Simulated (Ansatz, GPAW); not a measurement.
Given: the input of a run of GPAW 26.7.0 (ASE script) on ZrC. 

Contents of run.py:

```python
from ase.dft.bandgap import bandgap
from ase.io import read, write
from ase.units import GPa
from gpaw import GPAW, PW

atoms = read('ZrC.xyz')

calc = GPAW(mode=PW(800),
            xc='PBE',
            kpts={'size': (10, 10, 10), 'gamma': True},
            occupations={'name': 'methfessel-paxton', 'order': 0, 'width': 0.014},
            nbands=18,
            convergence={'density': 1e-05, 'energy': 1e-05},
            maxiter=150,
            txt='gpaw.txt')
atoms.calc = calc
energy = atoms.get_potential_energy()
forces = atoms.get_forces()
stress = atoms.get_stress()
calc.write('gs.gpw')
write('result.traj', atoms)
print(f'Energy: {energy:.6f} eV')
print('Forces (eV/A):')
print(forces.round(4))
print('Stress (GPa):', (stress / GPa).round(3))
print('Fermi level:', round(calc.get_fermi_level(), 4), 'eV')
print(f'Gap: {bandgap(calc)[0]:.4f} eV, direct: {bandgap(calc, direct=True)[0]:.4f} eV')
```

The input ZrC.xyz:

```xyz
2
Lattice="0.0000000000 2.3650000000 2.3650000000 2.3650000000 0.0000000000 2.3650000000 2.3650000000 2.3650000000 0.0000000000" Properties=species:S:1:pos:R:3 pbc="T T T"
Zr     2.3650000000      2.3650000000      2.3650000000
C      0.0000000000      0.0000000000      0.0000000000
```

Potentials or basis: GPAW PAW data sets (gpaw-data 1.2.1), pw.

Run with:

```console
$ OMP_NUM_THREADS=1 python run.py
```

Question: Set up the same calculation for Ansatz 0.2.0. Potentials or basis there: all-electron LAPW, scalar-relativistic.

Answer: As run (cutoffs and basis follow the program's own potentials, and thresholds, step limits or extra output files can differ):

File input.yaml:

```yaml
crystal:
  lattice:
    - [0.0, 2.365, 2.365]
    - [2.365, 0.0, 2.365]
    - [2.365, 2.365, 0.0]
  atoms:
    - { symbol: Zr, position: [0.5, 0.5, 0.5] }
    - { symbol: C, position: [0.0, 0.0, 0.0] }
kpoints:
  mp_grid: { grid: [10, 10, 10] }
scf:
  occupations: { method: gaussian, width: 0.014 }
hamiltonian:
  xc: pbe
  pseudopotentials: { kind: all_electron, lapw: { basis_error: 0.001 } }
output:
  forces: true
  stress: true
  eigenvalues: true
```

Potentials or basis: all-electron LAPW, scalar-relativistic.

Run with:

```console
$ ansatz run input.yaml --threads 1 --pin off --max-ram 3072MiB --backend cpu --events-out ev --progress --plain --runs-dir out
```

Both were run:

|  | GPAW | Ansatz |
| --- | --- | --- |
| Pressure | -3.9 GPa | -2.9 GPa |

Where Ansatz's input types no cutoff or centring, it takes its own default and a Γ-centred mesh.

Pressure is positive in compression.
